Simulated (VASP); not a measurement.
# WS2 (P6_3/mmc) in VASP: Born charges and dielectric tensor with LDA

Aim: the Born charges and dielectric tensor of WS2 with LDA.

All numbers are computed with VASP 6.6.1; they aren't measurements. Logs are shortened: lines on timing, memory, paths and dates and some standing lists are left out, and cuts for length are marked.

**1. The crystal as given**

It takes space group P6_3/mmc (No. 194, hexagonal). Conventional cell: a = 3.130 Å, b = 3.130 Å, c = 12.178 Å, α = 90.00°, β = 90.00°, γ = 120.00°. W (site symmetry -6m2) has 6 S at 2.39 Å as nearest neighbours. S (site symmetry 3m) has 3 W at 2.39 Å as nearest neighbours.

The cell is a database's computed one.

**2. Born charges and dielectric tensor, LDA**

File INCAR:

```
SYSTEM = WS2
PREC     = Accurate       ! precision mode
ENCUT    = 350            ! plane-wave cutoff, eV
EDIFF    = 1E-8           ! SCF threshold, eV
ISMEAR   = 0              ! smearing method
SIGMA    = 0.02           ! smearing width, eV
LREAL    = .False.        ! projectors in reciprocal space
LASPH    = .True.         ! aspherical terms in the spheres
NELM     = 80             ! most SCF steps
ALGO     = Fast           ! electronic algorithm
ISIF     = 2              ! what is computed and relaxed
LWAVE    = .False.        ! write WAVECAR
LCHARG   = .False.        ! write CHGCAR
GGA      = CA             ! functional
LEPSILON = .True.         ! dielectric tensor by DFPT
IBRION   = 8              ! ionic algorithm
NSW      = 1              ! ionic steps
```

File KPOINTS:

```
Automatic mesh
0
Gamma
  12 12 2
  0 0 0
```

File POSCAR:

```
WS2
1.0
    3.1295400000      0.0000000000      0.0000000000
   -1.5647700000      2.7102600000      0.0000000000
    0.0000000000      0.0000000000     12.1778200000
W S
2 4
Direct
    0.3333300000      0.6666700000      0.2500000000
    0.6666700000      0.3333300000      0.7500000000
    0.3333300000      0.6666700000      0.6216400000
    0.6666700000      0.3333300000      0.1216400000
    0.3333300000      0.6666700000      0.8783600000
    0.6666700000      0.3333300000      0.3783600000
```

Potentials or basis: VASP PAW LDA potentials, release 64 (W_sv, S).

Run with:

```bash
$ cat potpaw_LDA.64/W_sv/POTCAR potpaw_LDA.64/S/POTCAR > POTCAR
$ mpirun -np 1 vasp_std > vasp.out
```

OUTCAR:

```text
SYSTEM = WS2
   PREC = Accurate
   ENCUT = 350
   EDIFF = 1E-8
   ISMEAR = 0
   LREAL = .False.
   LASPH = .True.
   NELM = 80
   ISIF = 2
   GGA = CA
   LEPSILON = .True.
   IBRION = 8
   NSW = 1

 ion  position               nearest neighbor table
   1  0.333  0.667  0.250-   4 2.39   6 2.39   4 2.39   6 2.39   4 2.39   6 2.39
   2  0.667  0.333  0.750-   3 2.39   5 2.39   3 2.39   5 2.39   3 2.39   5 2.39
   3  0.333  0.667  0.622-   2 2.39   2 2.39   2 2.39
   4  0.667  0.333  0.122-   1 2.39   1 2.39   1 2.39
   5  0.333  0.667  0.878-   2 2.39   2 2.39   2 2.39
   6  0.667  0.333  0.378-   1 2.39   1 2.39   1 2.39

  LATTYP: Found a hexagonal cell.
 ALAT       =     3.1295400000
 C/A-ratio  =     3.8912491932

  Lattice vectors:

 A1 = (   3.1295400000,   0.0000000000,   0.0000000000)
 A2 = (  -1.5647700000,   2.7102600000,   0.0000000000)
 A3 = (   0.0000000000,   0.0000000000,  12.1778200000)

Analysis of symmetry for initial positions (statically):
=====================================================================
 Subroutine PRICEL returns:
 Original cell was already a primitive cell.

 Routine SETGRP: Setting up the symmetry group for a
 hexagonal supercell.

 Subroutine GETGRP returns: Found  8 space group operations
 (whereof  4 operations were pure point group operations)
 out of a pool of 24 trial point group operations.

The static configuration has the point symmetry C_2h.
 The point group associated with its full space group is D_2h.

Analysis of symmetry for dynamics (positions and initial velocities):
=====================================================================
 Subroutine PRICEL returns:
 Original cell was already a primitive cell.

 Routine SETGRP: Setting up the symmetry group for a
 hexagonal supercell.

 Subroutine GETGRP returns: Found  8 space group operations
 (whereof  4 operations were pure point group operations)
 out of a pool of 24 trial point group operations.

The dynamic configuration has the point symmetry C_2h.
 The point group associated with its full space group is D_2h.

 Subroutine INISYM returns: Found  8 space group operations
 (whereof  4 operations are pure point group operations),
 and found     1 'primitive' translations

----------------------------------------------------------------------------------------

                                     Primitive cell

  volume of cell :     103.2907
[... 1071 lines left out ...]
  --------------------------------------------------------------------------------
  x     0.00000     0.00000     0.00000     0.00000     0.00000     0.00000
  y     0.00000     0.00000     0.00000     0.00000     0.00000     0.00000
  z     0.00000     0.00000     0.00000     0.00000     0.00000     0.00000

 PIEZOELECTRIC TENSOR (including local field effects)  for field in x, y, z        (C/m^2)
          XX          YY          ZZ          XY          YZ          ZX
  --------------------------------------------------------------------------------
  x     0.00000     0.00000     0.00000     0.00000     0.00000     0.00000
  y     0.00000     0.00000     0.00000     0.00000     0.00000     0.00000
  z     0.00000     0.00000     0.00000     0.00000     0.00000     0.00000

 BORN EFFECTIVE CHARGES (including local field effects) (in |e|, cummulative output)
 ---------------------------------------------------------------------------------
 ion    1
    1    -0.69160    -0.00001     0.00000
    2    -0.00001    -0.69161    -0.00000
    3     0.00000     0.00000    -0.57027
 ion    2
    1    -0.69160    -0.00001     0.00000
    2    -0.00001    -0.69161    -0.00000
    3     0.00000     0.00000    -0.57027
 ion    3
    1     0.34580     0.00001    -0.00026
    2     0.00001     0.34581     0.00015
    3    -0.00001     0.00001     0.28513
 ion    4
    1     0.34580     0.00001     0.00026
    2     0.00001     0.34581    -0.00015
    3     0.00001    -0.00001     0.28513
 ion    5
    1     0.34580     0.00001     0.00026
    2     0.00001     0.34581    -0.00015
    3     0.00001    -0.00001     0.28513
 ion    6
    1     0.34580     0.00001    -0.00026
    2     0.00001     0.34581     0.00015
    3    -0.00001     0.00001     0.28513

 INTERNAL STRAIN TENSOR FOR ION    6 for displacements in x,y,z  (eV/Angst):
          X           Y           Z          XY          YZ          ZX
  --------------------------------------------------------------------------------
  x     0.00108     0.00086    -0.00298     3.77188    -0.01868   -14.90469
  y     3.70818    -3.70930     0.00172     0.10970   -16.08891    -0.00715
  z   -11.84788   -11.83714   -30.99546     0.00930    -0.02312    -0.15056

 SECOND DERIVATIVES (NOT SYMMETRIZED)
 ------------------------------------
               1X          1Y          1Z          2X          2Y          2Z          3X          3Y          3Z          4X          4Y          4Z          5X          5Y          5Z          6X          6Y          6Z
  1X   -22.320611    0.002727    0.000000    0.068343   -0.003889    0.000000    0.043465   -0.000680    0.001333   11.082669    0.001261   -0.001807    0.043465   -0.000680   -0.001333   11.082669    0.001261    0.001807
  1Y     0.002727  -22.317443    0.000000   -0.003889    0.063852    0.000000   -0.000680    0.042680   -0.000770    0.001261   11.084116    0.001043   -0.000680    0.042680    0.000770    0.001261   11.084116   -0.001043
  1Z     0.000000    0.000000  -33.608041    0.000000    0.000000    0.195668   -0.000622    0.000359   -0.005755    0.001291   -0.000745   16.711941    0.000622   -0.000359   -0.005755   -0.001291    0.000745   16.711941
  2X     0.068343   -0.003889    0.000000  -22.320611    0.002727    0.000000   11.082669    0.001261    0.001807    0.043465   -0.000680   -0.001333   11.082669    0.001261   -0.001807    0.043465   -0.000680    0.001333
  2Y    -0.003889    0.063852    0.000000    0.002727  -22.317443    0.000000    0.001261   11.084116   -0.001043   -0.000680    0.042680    0.000770    0.001261   11.084116    0.001043   -0.000680    0.042680   -0.000770
  2Z     0.000000    0.000000    0.195668    0.000000    0.000000  -33.608041   -0.001291    0.000745   16.711941    0.000622   -0.000359   -0.005755    0.001291   -0.000745   16.711941   -0.000622    0.000359   -0.005755
  3X     0.047126    0.000940    0.001831   11.079794   -0.001721   -0.002694  -10.836163   -0.000416   -0.002877   -0.022729   -0.000220    0.003063   -0.343710    0.000846    0.002489    0.075682    0.000571   -0.001811
  3Y     0.000940    0.048211   -0.001057   -0.001721   11.077797    0.001556   -0.000416  -10.836634    0.001661   -0.000220   -0.022983   -0.001768    0.000846   -0.342732   -0.001437    0.000571    0.076341    0.001046
  3Z    -0.006104    0.003524    0.036015    0.004594   -0.002653   16.665029    0.002051   -0.001184  -18.958002   -0.000842    0.000486    0.119621    0.000459   -0.000265    1.971443   -0.000159    0.000092    0.165895
  4X    11.079794   -0.001721    0.002694    0.047126    0.000940   -0.001831   -0.022729   -0.000220   -0.003063  -10.836163   -0.000416    0.002877    0.075682    0.000571    0.001811   -0.343710    0.000846   -0.002489
  4Y    -0.001721   11.077797   -0.001556    0.000940    0.048211    0.001057   -0.000220   -0.022983    0.001768   -0.000416  -10.836634   -0.001661    0.000571    0.076341   -0.001046    0.000846   -0.342732    0.001437
  4Z    -0.004594    0.002653   16.665029    0.006104   -0.003524    0.036015    0.000842   -0.000486    0.119621   -0.002051    0.001184  -18.958002    0.000159   -0.000092    0.165895   -0.000459    0.000265    1.971443
  5X     0.047126    0.000940   -0.001831   11.079794   -0.001721    0.002694   -0.343710    0.000846   -0.002489    0.075682    0.000571    0.001811  -10.836163   -0.000416    0.002877   -0.022729   -0.000220   -0.003063
  5Y     0.000940    0.048211    0.001057   -0.001721   11.077797   -0.001556    0.000846   -0.342732    0.001437    0.000571    0.076341   -0.001046   -0.000416  -10.836634   -0.001661   -0.000220   -0.022983    0.001768
  5Z     0.006104   -0.003524    0.036015   -0.004594    0.002653   16.665029   -0.000459    0.000265    1.971443    0.000159   -0.000092    0.165895   -0.002051    0.001184  -18.958002    0.000842   -0.000486    0.119621
  6X    11.079794   -0.001721   -0.002694    0.047126    0.000940    0.001831    0.075682    0.000571   -0.001811   -0.343710    0.000846    0.002489   -0.022729   -0.000220    0.003063  -10.836163   -0.000416   -0.002877
  6Y    -0.001721   11.077797    0.001556    0.000940    0.048211   -0.001057    0.000571    0.076341    0.001046    0.000846   -0.342732   -0.001437   -0.000220   -0.022983   -0.001768   -0.000416  -10.836634    0.001661
  6Z     0.004594   -0.002653   16.665029   -0.006104    0.003524    0.036015   -0.000159    0.000092    0.165895    0.000459   -0.000265    1.971443   -0.000842    0.000486    0.119621    0.002051   -0.001184  -18.958002

 Eigenvectors and eigenvalues of the dynamical matrix
 ----------------------------------------------------

   1 f  =   13.227532 THz    83.111035 2PiTHz  441.222976 cm-1    54.704652 meV
             X         Y         Z           dx          dy          dz
     -0.000016  1.806849  3.044455     0.000000    0.000000   -0.353492
      1.564786  0.903411  9.133365    -0.000000   -0.000000    0.353492
     -0.000016  1.806849  7.570220     0.000018   -0.000011   -0.433038
      1.564786  0.903411  1.481310     0.000018   -0.000011    0.433038
     -0.000016  1.806849 10.696510    -0.000018    0.000011   -0.433038
      1.564786  0.903411  4.607600    -0.000018    0.000011    0.433038
[... 145 lines left out ...]
  18 f/i=    0.001302 THz     0.008179 2PiTHz    0.043422 cm-1     0.005384 meV
             X         Y         Z           dx          dy          dz
     -0.000016  1.806849  3.044455     0.527285   -0.304428    0.000000
      1.564786  0.903411  9.133365     0.527285   -0.304428    0.000000
     -0.000016  1.806849  7.570220     0.220194   -0.127129   -0.000050
      1.564786  0.903411  1.481310     0.220194   -0.127129    0.000050
     -0.000016  1.806849 10.696510     0.220194   -0.127129    0.000050
      1.564786  0.903411  4.607600     0.220194   -0.127129   -0.000050

--------------------------------------------------------------------------------------------------------

 MACROSCOPIC STATIC DIELECTRIC TENSOR IONIC CONTRIBUTION
 ------------------------------------------------------
           0.075312     0.000002    -0.000000
           0.000002     0.075313     0.000000
          -0.000000     0.000000     0.034106
 ------------------------------------------------------

 ELASTIC MODULI CONTR FROM IONIC RELAXATION (kBar)
 Direction    XX          YY          ZZ          XY          YZ          ZX
 --------------------------------------------------------------------------------
 XX        -496.9373   -333.7415  -1086.0963    -28.6589      0.0000      0.0000
 YY        -333.7415   -495.1474  -1085.3539     30.2083     -0.0000      0.0000
 ZZ       -1086.0963  -1085.3539  -2841.7953      0.6422      0.0000      0.0000
 XY         -28.6589     30.2083      0.6422   -306.1850      0.0000      0.0000
 YZ           0.0000     -0.0000      0.0000      0.0000  -1516.1657     -2.2966
 ZX           0.0000     -0.0000      0.0000      0.0000     -2.2966  -1303.1450
 --------------------------------------------------------------------------------

 PIEZOELECTRIC TENSOR IONIC CONTR  for field in x, y, z        (C/m^2)
          XX          YY          ZZ          XY          YZ          ZX
  --------------------------------------------------------------------------------
  x     0.00000    -0.00000     0.00000     0.00000    -0.00000    -0.00000
  y     0.00000     0.00000    -0.00000    -0.00000     0.00000     0.00000
  z     0.00000     0.00000     0.00000    -0.00000     0.00000    -0.00000
```

It took 49 min on 1 thread of Intel Xeon 6975P-C (Granite Rapids), shared host; peak memory 0.69 GiB.

Results:

- Band gap on the k mesh: 0.86 eV, indirect (least direct gap 1.88 eV)
- Electronic dielectric tensor (diagonal): 14.03, 14.03, 6.77
- Born charges (mean of the diagonal): W -0.65; S +0.33 e
- Highest phonon frequency at Γ, LO-TO splitting left out: 441 cm⁻¹

Phonon frequencies in cm⁻¹ (negative: imaginary):
```csv
q point,frequencies
"(0.000, 0.000, 0.000)",0 0 0 28 28 42 297 297 300 300 357 357 357 357 421 422 437 441
```

Electronic dielectric tensor:
```
14.03  0.00  0.00
 0.00 14.03  0.00
 0.00  0.00  6.77
```

Born effective charge tensors (e):
atom 1, W
```
-0.69  0.00  0.00
 0.00 -0.69  0.00
 0.00  0.00 -0.57
```
atom 2, W
```
-0.69  0.00  0.00
 0.00 -0.69  0.00
 0.00  0.00 -0.57
```
atom 3, S
```
0.35 0.00 0.00
0.00 0.35 0.00
0.00 0.00 0.29
```
atom 4, S
```
0.35 0.00 0.00
0.00 0.35 0.00
0.00 0.00 0.29
```
atom 5, S
```
0.35 0.00 0.00
0.00 0.35 0.00
0.00 0.00 0.29
```
atom 6, S
```
0.35 0.00 0.00
0.00 0.35 0.00
0.00 0.00 0.29
```

Caveat: spin-orbit coupling is left out, which moves the levels of the heavy elements. A k mesh can miss the band edges.
